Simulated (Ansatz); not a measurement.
## S: energy above lowest point and pressure against volume per atom

Results calculated with Ansatz 0.2.0 development build, not measured. Equation of state of a cubic crystal from periodic Kohn-Sham density functional theory without spin; pressure corrected for the finite basis.

Cell of the first row (space group Fd-3m, No. 227):
```
cell vectors (Å)
   0.0000     2.8371     2.8371
   2.8371     0.0000     2.8371
   2.8371     2.8371     0.0000
atoms (fractions of the cell vectors)
S   0.00000  0.00000  0.00000
S   0.25000  0.25000  0.25000
```

Settings of every row: formula S; structure type diamond; functional PBE; spin treatment none; k mesh 16x16x16; occupation method fermi-dirac; occupation width 0.061225619 eV; wave cutoff 700 eV; datasets soft-1 PAW; density cutoff ratio 4.

Limits: a cubic model structure, not a phase known at ambient conditions; modest k-mesh, values are not fully converged in k; the SCF threshold is loose for a stress in some rows.

```csv
row,volume per atom (Å³),energy above lowest point (meV/atom),pressure (GPa)
1,22.837,12.79,2.986
2,23.322,5.43,1.887
3,23.808,?,?
4,24.294,0,-0.038
5,24.78,1.41,-0.877
6,25.752,11.3,-2.34
```

Question: what energy above lowest point and pressure should row 3 give?

Worked fit of energy above lowest point. Take u = (V_r/V)^(2/3) − 1 with V_r = 24.294 Å³ an atom, which is twice the finite (Eulerian) strain; such expansions in the strain, on which the Birch-Murnaghan equation of state is built, carry the rest volume and the bulk modulus. The shown rows have u = 0.04209, 0.0276, 0, -0.01312, -0.03811. Least squares give energy above lowest point = −0.001 − 10.91 × u + 7489.2 × u² meV/atom; a straight line predicts inner rows, each left out in turn, worse (root mean square 5.7 against 0.032 meV/atom). The rows lie off it by -0.02, 0.03, 0.00, -0.02, 0.01. Its lowest point lies at u = 0.0007, or V = 24.27 Å³ an atom, and the curvature there gives the bulk modulus at fixed shape and fractions, B = (4/9)(1 + u)² E″(u)/V = 44 GPa. The withheld row has u = 0.01356, so the fit gives −0.001 − 10.91 × (0.01356) + 7489.2 × (0.01356)² = 1.23 meV/atom.

The calculation gave 1.26 meV/atom. The fit lies 0.03 meV/atom (2.4 % of the value, 0.23 % of the column's range) below it; its largest miss of a shown row is 0.03 meV/atom.

Worked fit of pressure. Take u = (V_r/V)^(2/3) − 1 with V_r = 24.294 Å³ an atom, which is twice the finite (Eulerian) strain; such expansions in the strain, on which the Birch-Murnaghan equation of state is built, carry the rest volume and the bulk modulus. The shown rows have u = 0.04209, 0.0276, 0, -0.01312, -0.03811. Least squares give pressure = −0.0381 + 65.835 × u + 142.68 × u² GPa; a straight line predicts inner rows, each left out in turn, worse (root mean square 0.11 against 0.00064 GPa). The rows lie off it by 0.000, -0.001, 0.000, 0.000, 0.000. The pressure vanishes at u = 0.0006, or V = 24.27 Å³ an atom, and there the bulk modulus at fixed shape and fractions is B = −V dP/dV = (2/3)(1 + u) dP/du = 44 GPa. The withheld row has u = 0.01356, so the fit gives −0.0381 + 65.835 × (0.01356) + 142.68 × (0.01356)² = 0.881 GPa.

The calculation gave 0.88 GPa. The fit lies 0.001 GPa (0.019 % of the column's range) above it, one unit of the last digit.
